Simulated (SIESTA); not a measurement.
Input of a SIESTA 5.4.2 run:

run.py

```python
from ase import Atoms
from ase.calculators.siesta import Siesta
from ase.units import Ry, GPa

atoms = Atoms(
    ['Ni', 'O'],
    cell=[
        [0.0, 2.0859016414, 2.0859016414],
        [2.0859016414, 0.0, 2.0859016414],
        [2.0859016414, 2.0859016414, 0.0],
    ],
    scaled_positions=[
        [0.0, 0.0, 0.0],
        [0.5, 0.5, 0.5],
    ],
    pbc=True,
)

fdf = {
    'SCFMustConverge': False,
    'DM.InitSpin': ['  1   1.000', '  2   0.000'],
    'OccupationFunction': 'FD',
    'ElectronicTemperature': '0.05 eV',
    'MaxSCFIterations': '200',
    'SCF.Mixer.Method': 'Pulay',
    'SCF.Mixer.Weight': '0.1',
    'SCF.Mixer.History': '10',
    'SCF.DM.Tolerance': '5.0e-05',
    'SCF.H.Tolerance': '1.0e-03 eV',
    'WriteForces': 'true',
    'Charge.Mulliken': 'end',
}
calc = Siesta(
    label="NiO",
    command="siesta < PREFIX.fdf > PREFIX.out",
    pseudo_path="pseudos",
    pseudo_qualifier="",
    xc=('LDA', 'PW92'),
    basis_set="DZP",
    mesh_cutoff=800 * Ry,
    energy_shift=0.002 * Ry,
    kpts=[8, 8, 8],
    spin="collinear",
    fdf_arguments=fdf,
)
atoms.calc = calc

print(f"energy = {atoms.get_potential_energy():.6f} eV")
free = atoms.get_potential_energy(force_consistent=True)
print(f"free energy = {free:.6f} eV")
print("forces (eV/A):")
print(atoms.get_forces(apply_constraint=False).round(6))
print("stress (GPa, Voigt order, tension positive):", (atoms.get_stress() / GPa).round(4))
```

Potentials or basis: PseudoDojo 0.4 standard (LDA files), DZP (energy shift 0.002 Ry).

Run with:

```bash
$ python run.py
```

Problem. Estimate the band gap on the k mesh.

Solution. None (metal or under the smearing width).

Problem. What does it give for the net moment?

Solution. 0.72 μB per cell.

Problem. Predict the pressure.

Solution. -18.1 GPa.

Problem. Predict the site moments.

Solution. Ni +0.60; O +0.12 μB.

Caveat: semicore shells carry a single zeta, which can move pressures by several GPa and volumes by a few percent; so large a pressure means that the cell lies far from this level's equilibrium, or that cutoff or potentials fall short; the basis of atomic orbitals isn't converged, which shifts pressures, moduli and gaps; a cell with one magnetic atom can't hold antiferromagnetic order, which such compounds often take; semilocal functionals often make such compounds metallic where correlation or magnetic order opens a gap, which also shifts bond lengths.

**The experiment to reproduce.**

From “Local correlations, non-local screening, multiplets, and band formation in NiO”, 2012, arxiv:1210.6675, for a bulk crystal of NiO: band gap 4.3 eV.

Against the measured gap of NiO, 4.3 eV (quoted in “Local correlations, non-local screening, multiplets, and band formation in NiO”, 2012, arxiv:1210.6675), the calculated 0.00 eV is off by -4.30 eV. So large a miss can be the level of theory's own, or it may mean another phase, state or a wrong row. The value is that of LDA in an atomic basis (PseudoDojo 0.4 standard (LDA files), DZP (energy shift 0.002 Ry)), whose error adds to the functional's, on a finite k mesh, which can miss the band edges, without temperature or zero-point motion. Semilocal functionals fall short of measured gaps as a rule. The run's magnetic order (collinear spin, ferromagnetic start) needn't be the measured crystal's.
